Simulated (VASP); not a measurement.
## TiO2: single point with r2SCAN

Crystal: TiO2.

```
CELL_PARAMETERS angstrom
-1.89225 1.89225 4.75715
1.89225 -1.89225 4.75715
1.89225 1.89225 -4.75715
ATOMIC_POSITIONS crystal
Ti 0.00000 0.00000 0.00000
Ti 0.75000 0.25000 0.50000
O 0.20806 0.20806 0.00000
O 0.95806 0.45806 0.50000
O 0.54194 0.04194 0.50000
O 0.79194 0.79194 0.00000
```

```json
{
 "Program": "VASP 6.6.1",
 "Task": "single point",
 "Functional": "r2SCAN",
 "Potentials or basis": "VASP PAW PBE potentials, release 64 (Ti_sv, O)",
 "Cutoff": "520 eV",
 "k mesh": "6 × 6 × 6",
 "Occupations": "fermi-dirac, width 0.05 eV",
 "Spin": "no spin polarisation"
}
```

```
Pressure               : 1.7 GPa
Largest force          : 0.044 eV/Å
Band gap on the k mesh : 2.57 eV, indirect (least direct gap 2.90 eV)
```

Forces in eV/Å, atoms in the order of the input:
```
Ti   0.000  0.000  0.000
Ti   0.000  0.000  0.000
O    0.000  0.000  0.044
O    0.000  0.000  0.044
O    0.000  0.000 -0.044
O    0.000  0.000 -0.044
```

Stress tensor (GPa, compression positive):
```
1.46 0.00 0.00
0.00 1.46 0.00
0.00 0.00 2.31
```

Levels at points of the mesh, in eV from the valence-band top:
```
           k point  band 21  band 22  band 23  band 24  band 25  band 26  band 27  band 28
(0.00, 0.00, 0.00)    -0.74    -0.74    -0.45    -0.45     2.57     3.32     4.46     4.46
(0.50, 0.00, 0.00)    -1.93    -0.94    -0.84    -0.64     3.70     4.00     4.01     4.11
(0.50, 0.50, 0.00)    -2.06    -2.06     0.00     0.00     3.80     3.80     4.26     4.26
(0.50, 0.50, 0.50)    -1.27    -1.27    -0.10    -0.10     2.93     2.93     4.25     4.25
```

Run time: 6.4 min on 1 thread of Intel(R) Xeon(R) Platinum 8488C (Sapphire Rapids), with other jobs on the host, peak memory 0.3 GiB.

Caveat: the PAW data sets were made with another functional, which shifts forces and pressure a little. A k mesh can miss the band edges.
